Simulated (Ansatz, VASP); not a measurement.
## Tl: VASP beside Ansatz

The input INCAR:

```
SYSTEM = Tl
PREC = Accurate
ENCUT = 600
EDIFF = 1E-6
ISMEAR = 0
SIGMA = 0.1
LREAL = .False.
LASPH = .True.
NELM = 100
ALGO = Normal
ISIF = 3
LWAVE = .False.
LCHARG = .False.
GGA = PE
IBRION = 2
NSW = 80
EDIFFG = -0.05
```

File KPOINTS:

```
regular mesh
0
Gamma
  10 10 10
  0 0 0
```

POSCAR

```
Tl
1.0
   -1.5724894136      1.5724894136      1.4702072501
    1.5724894136     -1.5724894136      1.4702072501
    1.5724894136      1.5724894136     -1.4702072501
Tl
1
Direct
    0.0000000000      0.0000000000      0.0000000000
```

Input for Ansatz:

```yaml
crystal:
  lattice:
    - [-1.5724894136, 1.5724894136, 1.4702072501]
    - [1.5724894136, -1.5724894136, 1.4702072501]
    - [1.5724894136, 1.5724894136, -1.4702072501]
  atoms:
    - { symbol: Tl, position: [0.0, 0.0, 0.0] }
basis:
  ecutwfc: 420
kpoints:
  mp_grid: { grid: [10, 10, 10] }
hamiltonian:
  xc: pbe
scf:
  occupations: { method: gaussian, width: 0.1 }
output:
  forces: true
  stress: true
  eigenvalues: true
relax:
  adjacent_minimum: "off"
  f_tol: 0.05
  max_steps: 60
  cell: { stress_tol: 0.5 }
```

Alike in both runs: task relaxation of cell and atoms; functional PBE; k mesh 10 × 10 × 10; occupations gaussian, width 0.1 eV; no spin polarisation.

|  | VASP | Ansatz |
| --- | --- | --- |
| version | VASP 6.6.1 | Ansatz 0.2.0 |
| potentials or method | VASP PAW PBE potentials, release 64 (Tl_d) | scalar-relativistic, plane waves, PAW |
| plane-wave cutoff (eV) | 600 | 420 |
| valence electrons in the cell | 13 | 13 |

|  | VASP | Ansatz | Ansatz less VASP |
| --- | --- | --- | --- |
| gap on the k mesh at the Fermi level, each at its own relaxed structure (eV) | none | none | - |
| relaxed volume (Å³/atom) | 30.60 | 31.07 | +0.469 |
| relaxed cell length with the largest relative difference (Å) | 3.413 | 3.431 | +0.0179 |
| energy change over the relaxation (meV/atom) | -3942 | -3949 | -7.6 |

A gap of «none» marks a metal or a gap that the smearing closes.

Caveats: the volume moved by over 15 % at a fixed basis, so the end points are rough (VASP). The runs have no spin-orbit coupling, so splittings on Tl are missing.
